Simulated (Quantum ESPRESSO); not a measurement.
# GaP: phonons with PBE

Crystal: GaP.

```
Ga P
1.0
     0.00000    2.72525    2.72525
     2.72525    0.00000    2.72525
     2.72525    2.72525    0.00000
Ga P
1 1
Direct
  0.00000 0.00000 0.00000
  0.75000 0.75000 0.75000
```

| Property | Result |
| --- | --- |
| Program | Quantum ESPRESSO 7.5 |
| Task | phonons |
| Functional | PBE |
| Potentials or basis | GBRV 1.5 PBE |
| Cutoff | 762 eV |
| Density cutoff | 6095 eV |
| k mesh | 6 × 6 × 6, shifted |
| Occupations | fermi-dirac, width 0.05 eV |
| Spin | no spin polarisation |
| Target pressure | 80 GPa |
| Mixing beta | 0.5 |
| Most SCF iterations | 120 |
| SCF threshold | 4e-10 Ry |

The relaxed volume is 13.69 Å³/atom. The relaxed cell is a = 3.383 Å, b = 3.383 Å, c = 3.383 Å, α = 60.00°, β = 60.00°, γ = 60.00°, the space group after relaxing (to 0.05 Å) is F-43m (No. 216) and the pressure after relaxing is 80.3 GPa. The electronic dielectric tensor (diagonal) is 10.01, the born charges (mean of the diagonal) is Ga +1.50; P -1.51 e and the highest phonon frequency at Γ, LO-TO splitting left out is 562 cm⁻¹. The static dielectric tensor (diagonal) is 10.61.

The path:
```
step  energy change (eV)  largest force (eV/Å)  pressure (GPa)  volume (Å³)
   1              0.0000                0.0000            2.49        40.48
   2              2.9401                0.0000           92.35        26.50
   3              2.2580                0.0000           74.55        27.81
   4              2.4583                0.0000           79.80        27.40
   5              2.4660                0.0000           80.00        27.38
```

Final structure:
```
Ga P
1.0
     0.00000    2.39228    2.39228
     2.39228    0.00000    2.39228
     2.39228    2.39228    0.00000
Ga P
1 1
Direct
  0.00000 0.00000 0.00000
  0.75000 0.75000 0.75000
```

Levels at points of the mesh, in eV from the valence-band top:
```tsv
k point	band 9	band 10	band 11	band 12	band 13	band 14	band 15	band 16
(0.08, 0.08, 0.08)	-15.39	-0.85	0.00	0.00	3.86	3.96	3.96	5.94
```

Phonon frequencies in cm⁻¹ (negative: imaginary):
```tsv
q point	frequencies
(0.000, 0.000, 0.000)	3 3 3 562 562 562
```

Electronic dielectric tensor:
```
10.01  0.00  0.00
 0.00 10.01  0.00
 0.00  0.00 10.01
```

Born effective charge tensors (e):
atom 1, Ga
```
1.50 0.00 0.00
0.00 1.50 0.00
0.00 0.00 1.50
```
atom 2, P
```
-1.51  0.00  0.00
 0.00 -1.51  0.00
 0.00  0.00 -1.51
```

Optical modes at Γ, degenerate ones joined, polar ones without the macroscopic field:
```tsv
cm⁻¹	components	symmetry	active in	IR intensity, summed ((D/Å)²/amu)
562	3	T2	IR and Raman	7.31
```

Zone-centre frequencies without and with the macroscopic field along z (cm⁻¹):
```tsv
	optical modes in rising order
without	562 562 562
with the field	562 562 579
```

Static dielectric tensor, electrons and zone-centre modes:
```
10.61  0.00  0.00
 0.00 10.61  0.00
 0.00  0.00 10.61
```

Wall time 5.6 min on 4 MPI ranks on AMD EPYC (Zen 3) (shared host), peak memory 0.44 GiB a rank.

Caveat: the mesh is thin for the dielectric tensor, Born charges and intensities, which usually come out too large; the volume moved by over 15 % at a fixed basis, so the end points are rough; the cell is more than 3 GPa from zero pressure, which shifts response properties.
